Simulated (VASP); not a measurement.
# HfN (P6_3/mmc) in VASP: a series of runs

The runs below take HfN through relaxation of cell and atoms, with r2SCAN, r2SCAN+rVV10.

All numbers are computed with VASP 6.6.1; they aren't measurements. Logs are shortened: lines on timing, memory, paths and dates and some standing lists are left out, and cuts for length are marked.

## (1) The crystal as given

Symmetry: P6_3/mmc, No. 194, hexagonal system. The conventional cell has a = 3.134 Å, b = 3.134 Å, c = 5.417 Å, α = 90.00°, β = 90.00°, γ = 120.00°. Around Hf (site symmetry -6m2) lie 6 N at 2.26 Å. Around N (site symmetry -3m) lie 6 Hf at 2.26 Å.

The cell comes from a database or a generator and needn't be the stable form of this composition.

## (2) Relaxation of cell and atoms, r2SCAN

Input file INCAR:

```
ALGO = Normal ; EDIFF = 1E-7
EDIFFG = -0.005 ; ENCUT = 600
IBRION = 2 ; ISIF = 3
ISMEAR = 0 ; LASPH = True
LCHARG = False ; LMIXTAU = True
LREAL = False ; LWAVE = False
METAGGA = R2SCAN ; NELM = 100
NSW = 90 ; PREC = Accurate
SIGMA = 0.1
```

Input file KPOINTS:

```
k-points
0
Gamma
  15 15 8
```

Input file POSCAR:

```
HfN
1.0
    3.1339080200      0.0000000000      0.0000000000
   -1.5669540100      2.7140439600      0.0000000000
    0.0000000000      0.0000000000      5.4167677200
Hf N
2 2
Direct
    0.6666666700      0.3333333300      0.7500000000
    0.3333333300      0.6666666700      0.2500000000
    0.0000000000      0.0000000000      0.0000000000
    0.0000000000      0.0000000000      0.5000000000
```

Potentials or basis: VASP PAW PBE potentials, release 64 (Hf_pv, N).

Launch:

```bash
$ cat potpaw_PBE.64/Hf_pv/POTCAR potpaw_PBE.64/N/POTCAR > POTCAR
$ mpirun -np 1 vasp_std > vasp.out
```

OUTCAR:

```text
EDIFF = 1E-7
   EDIFFG = -0.005
   ENCUT = 600
   IBRION = 2
   ISIF = 3
   ISMEAR = 0
   LASPH = True
   LREAL = False
   METAGGA = R2SCAN
   NELM = 100
   NSW = 90
   PREC = Accurate

 ion  position               nearest neighbor table
   1  0.667  0.333  0.750-   3 2.26   4 2.26   3 2.26   4 2.26   3 2.26   4 2.26   2 3.26   2 3.26
                             2 3.26   2 3.26   2 3.26   2 3.26
   2  0.333  0.667  0.250-   3 2.26   4 2.26   3 2.26   4 2.26   3 2.26   4 2.26   1 3.26   1 3.26
                             1 3.26   1 3.26   1 3.26   1 3.26
   3  0.000  0.000  0.000-   1 2.26   2 2.26   1 2.26   2 2.26   1 2.26   2 2.26
   4  0.000  0.000  0.500-   1 2.26   2 2.26   1 2.26   2 2.26   1 2.26   2 2.26

  LATTYP: Found a hexagonal cell.
 ALAT       =     3.1339080200
 C/A-ratio  =     1.7284386413

  Lattice vectors:

 A1 = (   3.1339080200,   0.0000000000,   0.0000000000)
 A2 = (  -1.5669540100,   2.7140439600,   0.0000000000)
 A3 = (   0.0000000000,   0.0000000000,   5.4167677200)

Analysis of symmetry for initial positions (statically):
=====================================================================
 Subroutine PRICEL returns:
 Original cell was already a primitive cell.

 Routine SETGRP: Setting up the symmetry group for a
 hexagonal supercell.

 Subroutine GETGRP returns: Found 24 space group operations
 (whereof 12 operations were pure point group operations)
 out of a pool of 24 trial point group operations.

The static configuration has the point symmetry D_3d.
 The point group associated with its full space group is D_6h.

Analysis of symmetry for dynamics (positions and initial velocities):
=====================================================================
 Subroutine PRICEL returns:
 Original cell was already a primitive cell.

 Routine SETGRP: Setting up the symmetry group for a
 hexagonal supercell.

 Subroutine GETGRP returns: Found 24 space group operations
 (whereof 12 operations were pure point group operations)
 out of a pool of 24 trial point group operations.

The dynamic configuration has the point symmetry D_3d.
 The point group associated with its full space group is D_6h.

 Subroutine INISYM returns: Found 24 space group operations
 (whereof 12 operations are pure point group operations),
 and found     1 'primitive' translations

----------------------------------------------------------------------------------------

                                     Primitive cell

  volume of cell :      46.0727

  direct lattice vectors                    reciprocal lattice vectors
     3.133908020  0.000000000  0.000000000     0.319090412  0.184226935  0.000000000
    -1.566954010  2.714043960  0.000000000     0.000000000  0.368453870  0.000000000
     0.000000000  0.000000000  5.416767720     0.000000000  0.000000000  0.184611940

  length of vectors
     3.133908020  3.133908021  5.416767720     0.368453870  0.368453870  0.184611940

  position of ions in fractional coordinates (direct lattice)
     0.666666670  0.333333330  0.750000000
     0.333333330  0.666666670  0.250000000
     0.000000000  0.000000000  0.000000000
     0.000000000  0.000000000  0.500000000

  ion indices of the primitive-cell ions
   primitive index   ion index
                 1           1
                 2           2
                 3           3
                 4           4

----------------------------------------------------------------------------------------

 KPOINTS: k-points

Automatic generation of k-mesh.
 Grid dimensions read from file:
 generate k-points for:   15   15    8

 Generating k-lattice:

  Cartesian coordinates                     Fractional coordinates (reciprocal lattice)
     0.021272694  0.012281796  0.000000000     0.066666667  0.000000000  0.000000000
     0.000000000  0.024563591  0.000000000     0.000000000  0.066666667  0.000000000
     0.000000000  0.000000000  0.023076493     0.000000000  0.000000000  0.125000000

  Length of vectors
     0.024563591  0.024563591  0.023076493

  Shift w.r.t. Gamma in fractional coordinates (k-lattice)
     0.000000000  0.000000000  0.000000000

 Subroutine IBZKPT returns following result:
 ===========================================

 Found    135 irreducible k-points:

 Following reciprocal coordinates:
            Coordinates               Weight
  0.000000  0.000000  0.000000      1.000000
  0.066667  0.000000  0.000000      6.000000
  0.133333  0.000000  0.000000      6.000000
  0.200000  0.000000  0.000000      6.000000
  0.266667  0.000000  0.000000      6.000000
  0.333333  0.000000  0.000000      6.000000
[... 16 lines left out ...]
  0.333333  0.200000  0.000000     12.000000
  0.400000  0.200000  0.000000      6.000000
 [... further k-points ...]
   k-points           NKPTS =    135   k-points in BZ     NKDIM =    135   number of bands    NBANDS=     19
   number of dos      NEDOS =    301   number of ions     NIONS =      4
   total plane-waves  NPLWV =  37632
   dimension x,y,z NGX =    28 NGY =   28 NGZ =   48
   dimension x,y,z NGXF=    56 NGYF=   56 NGZF=   96
   ions per type =               2   2
   NGX,Y,Z   is equivalent  to a cutoff of  14.85, 14.85, 14.73 a.u.
   NGXF,Y,Z  is equivalent  to a cutoff of  29.71, 29.71, 29.46 a.u.
 SYSTEM =  unknown system
   PREC   = accura    normal or accurate (medium, high low for compatibility)
   ISTART =      0    job   : 0-new  1-cont  2-samecut
   ICHARG =      2    charge: 1-file 2-atom 10-const
   ISPIN  =      1    spin polarized calculation?
   LNONCOLLINEAR =      F non collinear calculations
   LSORBIT =      F    spin-orbit coupling
   LASPH  =      T    aspherical Exc in radial PAW
   ENCUT  =  600.0 eV  44.10 Ry    6.64 a.u.   6.26  6.26 10.82*2*pi/ulx,y,z
   NELM   =    100;   NELMIN=  2; NELMDL= -5     # of ELM steps
   EDIFF  = 0.1E-06   stopping-criterion for ELM
   LREAL  =      F    real-space projection
   EDIFFG = -.5E-02   stopping-criterion for IOM
   NSW    =     90    number of steps for IOM
   IBRION =      2    ionic relax: 0-MD 1-quasi-New 2-CG
   NFREE  =      1    steps in history (QN), initial steepest desc. (CG)
   ISIF   =      3    stress and relaxation
   ISYM   =      2    0-nonsym 1-usesym 2-fastsym
   POTIM  = 0.5000    time-step for ionic-motion
   TEBEG  =    0.0;   TEEND  =   0.0 temperature during run
   PSTRESS=    0.0 pullay stress
   NELECT =      30.0000    total number of electrons
   NUPDOWN=      -1.0000    fix difference up-down
   EMIN   =  10.00;   EMAX   =-10.00  energy-range for DOS
   EFERMI =   0.00;   METHOD = LEGACY
   ISMEAR =     0;   SIGMA  =   0.10  broadening in eV -4-tet -1-fermi 0-gaus
   EFERMI_NEDOS =   21; number of points for ismear=-14 and -15
   IALGO  =     38    algorithm
   IMIX   =      4    mixing-type and parameters
     AMIX     =   0.40;   BMIX     =  1.00
     AMIX_MAG =   1.60;   BMIX_MAG =  1.00
  volume/ion in A,a.u.               =      11.52        77.73
  Fermi-wavevector in a.u.,A,eV,Ry     =   1.418951  2.681429 27.394278  2.013423
  Thomas-Fermi vector in A             =   2.540023
   LORBIT       =      0    0 simple, 1 ext, 2 COOP (PROOUT), +10 PAW based schemes
   METAGGA = R2SCAN    functional components
   LHFCALC =     F    Hartree Fock is set to
   AEXX    =    0.0000 exact exchange contribution
   IVDW    =     0    specifies the selected vdW correction
   LEPSILON=     F    determine dielectric tensor
   LRPA    =     F    only Hartree local field effects (RPA)
 conjugate gradient relaxation of ions
 non-spin polarized calculation
 Gauss-broadening in eV      SIGMA  =   0.10
  energy-cutoff  :      600.00
  volume of cell :       46.07
 maximum number of plane-waves:      1581
 NGX is ok and might be reduce to    28

--------------------------------------- Ionic step        1  -------------------------------------------

 number of electron      29.9999998 magnetization

 Free energy of the ion-electron system (eV)
  ---------------------------------------------------
  ext. energy  EPLUGINS =         0.00000000
  ---------------------------------------------------
  free energy    TOTEN  =      -116.41170442 eV

  energy without entropy =     -116.40860220  energy(sigma->0) =     -116.41015331

------------------------ aborting loop because EDIFF is reached ----------------------------------------

  FORCE on cell =-STRESS in cart. coord.  units (eV):
  Direction    XX          YY          ZZ          XY          YZ          ZX
  --------------------------------------------------------------------------------------
  -------------------------------------------------------------------------------------
  Total       -0.0231457     -0.0231457     -0.1918378      0.0000000      0.0000000     -0.0000000
  in kB       -0.8048924     -0.8048924     -6.6711613      0.0000000      0.0000000     -0.0000000
  external PRESSURE =      -2.7603154 kB  Pullay stress =       0.0000000 kB
[... 175 lines left out ...]
  energy  without entropy=     -116.4086937759  energy(sigma->0) =     -116.41024343

--------------------------------------- Ionic step        6  -------------------------------------------

 number of electron      29.9999998 magnetization

 Free energy of the ion-electron system (eV)
  ---------------------------------------------------
  ext. energy  EPLUGINS =         0.00000000
  ---------------------------------------------------
  free energy    TOTEN  =      -116.41179663 eV

  energy without entropy =     -116.40869748  energy(sigma->0) =     -116.41024705

 E-fermi :   7.9423     XC(G=0): -13.6153

 val. band max:        7.9282925093   @ k =   0.3333   0.2000   0.5000
 cond. band min:       7.9674604706   @ k =   0.0667   0.0667   0.2500
 fundamental gap:      0.0391679613
 Fermi energy:         7.9422684420

 k-point     1 :       0.0000    0.0000    0.0000
  band No.  band energies     occupation
      1     -25.0424      2.00000
      2     -24.1719      2.00000
      3     -24.0595      2.00000
      4     -24.0595      2.00000
      5     -24.0025      2.00000
      6     -24.0025      2.00000
[... 11 lines left out ...]
     18       9.1690      0.00000
     19      10.0249      0.00000
[... 489 lines left out ...]
      3     -24.4874      2.00000
      4     -24.4566      2.00000
      5     -24.3311      2.00000
      6     -24.3090      2.00000
[... 11 lines left out ...]
     18      12.1620      0.00000
     19      12.7310      0.00000

 [... further k-points ...]

------------------------ aborting loop because EDIFF is reached ----------------------------------------

  FORCE on cell =-STRESS in cart. coord.  units (eV):
  Direction    XX          YY          ZZ          XY          YZ          ZX
  --------------------------------------------------------------------------------------
  -------------------------------------------------------------------------------------
  Total       -0.0121496     -0.0121496      0.0032344      0.0000000      0.0000000      0.0000000
  in kB       -0.4228753     -0.4228753      0.1125744      0.0000000      0.0000000      0.0000000
  external PRESSURE =      -0.2443921 kB  Pullay stress =       0.0000000 kB
[... 19 lines left out ...]
  FREE ENERGIE OF THE ION-ELECTRON SYSTEM (eV)
  ---------------------------------------------------
  free  energy   TOTEN  =      -116.4117966315 eV

  energy  without entropy=     -116.4086974751  energy(sigma->0) =     -116.41024705

 reached required accuracy - stopping structural energy minimisation
```

Run time: 23 min. Hardware: 1 thread of Intel Xeon 6975P-C (Granite Rapids), shared host; peak memory 0.3 GiB.

What came out:

* Free energy: -116.4118 eV
* Relaxed volume: 11.51 Å³/atom
* Relaxed cell: a = 3.134 Å, b = 3.134 Å, c = 5.410 Å, α = 90.00°, β = 90.00°, γ = 120.00°
* Space group after relaxing (to 0.05 Å): P6_3/mmc (No. 194)
* Energy gained by relaxing: 0.0 meV/atom
* Ionic steps: 6
* Pressure after relaxing: 0.0 GPa
* Band gap on the k mesh: none (metal or under the smearing width)

Final structure:
```
Hf N
1.0
     3.13440    0.00000    0.00000
    -1.56720    2.71447    0.00000
     0.00000    0.00000    5.41032
Hf N
2 2
Direct
  0.66667 0.33333 0.75000
  0.33333 0.66667 0.25000
  0.00000 0.00000 0.00000
  0.00000 0.00000 0.50000
```

Caveat: the PAW data sets were made with another functional, which shifts forces and pressure a little. The run has no spin-orbit coupling, so splittings on Hf are missing.

## (3) Relaxation of cell and atoms, r2SCAN+rVV10

Input file INCAR:

```
ALGO = Normal ; BPARAM = 11.95
CPARAM = 0.0093 ; EDIFF = 1E-7
EDIFFG = -0.005 ; ENCUT = 600
IBRION = 2 ; ISIF = 3
ISMEAR = 0 ; IVDW_NL = 2
LASPH = True ; LCHARG = False
LMIXTAU = True ; LREAL = False
LUSE_VDW = True ; LWAVE = False
METAGGA = R2SCAN ; NELM = 100
NSW = 90 ; PREC = Accurate
SIGMA = 0.1
```

KPOINTS is that of step 2.

POSCAR is that of step 2.

Potentials or basis: VASP PAW PBE potentials, release 64 (Hf_pv, N).

Launch:

```bash
$ cat potpaw_PBE.64/Hf_pv/POTCAR potpaw_PBE.64/N/POTCAR > POTCAR
$ mpirun -np 1 vasp_std > vasp.out
```

It took 25 min on 1 thread of Intel Xeon 6975P-C (Granite Rapids), shared host; peak memory 0.45 GiB.

It converged, with:

- Free energy: -115.9635 eV
- Relaxed volume: 11.46 Å³/atom
- Relaxed cell: a = 3.130 Å, b = 3.130 Å, c = 5.402 Å, α = 90.00°, β = 90.00°, γ = 120.00°
- Space group after relaxing (to 0.05 Å): P6_3/mmc (No. 194)
- Energy gained by relaxing: 0.3 meV/atom
- Ionic steps: 5
- Pressure after relaxing: 0.0 GPa
- Band gap on the k mesh: none (metal or under the smearing width)

Stress tensor (GPa, compression positive):
```
-0.05  0.00  0.00
 0.00 -0.05  0.00
 0.00  0.00  0.07
```

Step by step:
```
step  energy change (eV)  largest force (eV/Å)  pressure (GPa)  volume (Å³)
   1              0.0000                0.0000           -1.56        46.07
   2              0.0039                0.0000            3.21        45.33
   3             -0.0012                0.0000           -0.04        45.83
   4             -0.0012                0.0000            0.02        45.82
   5             -0.0012                0.0000           -0.01        45.82
```

Final structure:
```
Hf N
1.0
     3.12985    0.00000    0.00000
    -1.56493    2.71053    0.00000
     0.00000    0.00000    5.40153
Hf N
2 2
Direct
  0.66667 0.33333 0.75000
  0.33333 0.66667 0.25000
  0.00000 0.00000 0.00000
  0.00000 0.00000 0.50000
```

Levels at points of the mesh, in eV from the Fermi level:
```
           k point  band 12  band 13  band 14  band 15  band 16  band 17  band 18  band 19
(0.00, 0.00, 0.00)    -3.89    -3.89    -1.95    -0.41     0.91     0.91     1.24     2.10
(0.00, 0.00, 0.50)    -4.68    -4.68    -4.68     2.04     2.04     3.14     3.14     3.14
```

Caveat: the PAW data sets were made with another functional, which shifts forces and pressure a little. Spin-orbit coupling is left out, which matters for the levels of Hf.
